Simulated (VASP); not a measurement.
Write the native input for VASP 6.6.1 that does the following.

| Item | Value |
| --- | --- |
| Task | atomic charges |
| Functional | PBE |
| Dispersion | ULG |
| Potentials or basis | VASP PAW PBE potentials, release 54 (Hf) |
| Cutoff | 500 eV |
| k mesh | 7 × 7 × 7 |
| Occupations | gaussian, width 0.05 eV |
| Spin | spin-orbit coupling, no magnetisation |
| Further INCAR settings | ALGO = Normal; EDIFF = 1e-06 |

The structure of Hf lies in POSCAR:

```
Hf
3.1561
    0.000512658027      0.704643705839      0.709553879788
    0.694793574348      0.005051804442      0.705014733373
    0.702216026108      0.707527011185     -0.002370964165
Hf
1
Direct
    0.0612640000     -0.0642100000     -0.0342980000
```

This isn't the form of Hf at room conditions, which is hcp.

The cell isn't the ideal one: cell strained at random at fixed volume.

One way to write it, as run:

INCAR

```
SYSTEM = Hf
PREC = Accurate
ENCUT = 500
EDIFF = 1E-6
ISMEAR = 0
SIGMA = 0.05
LREAL = .False.
LASPH = .True.
NELM = 60
ALGO = Normal
ISIF = 2
LWAVE = .False.
LCHARG = .True.
MAGMOM = 0 0 0
LORBIT = 10
LSORBIT = .True.
GGA_COMPAT = .False.
LMAXMIX = 4
GGA = PE
IVDW = 3
LVHAR = .True.
```

KPOINTS

```
regular mesh
0
Gamma
  7 7 7
  0 0 0
```

Potentials or basis: VASP PAW PBE potentials, release 54 (Hf).

Run with:

```console
$ cat potpaw_PBE.54/Hf/POTCAR > POTCAR
$ mpirun -np 1 vasp_ncl > vasp.out
```

It gave:

| Item | Value |
| --- | --- |
| Pressure | 1.8 GPa |
| Valence electrons inside the program's atomic spheres | Hf 3.13 |
| Dispersion energy per atom | -0.021 eV |

Run time: 54 s on 1 thread of AMD EPYC 9R45 (Zen 5), on a shared host, peak memory 0.21 GiB.
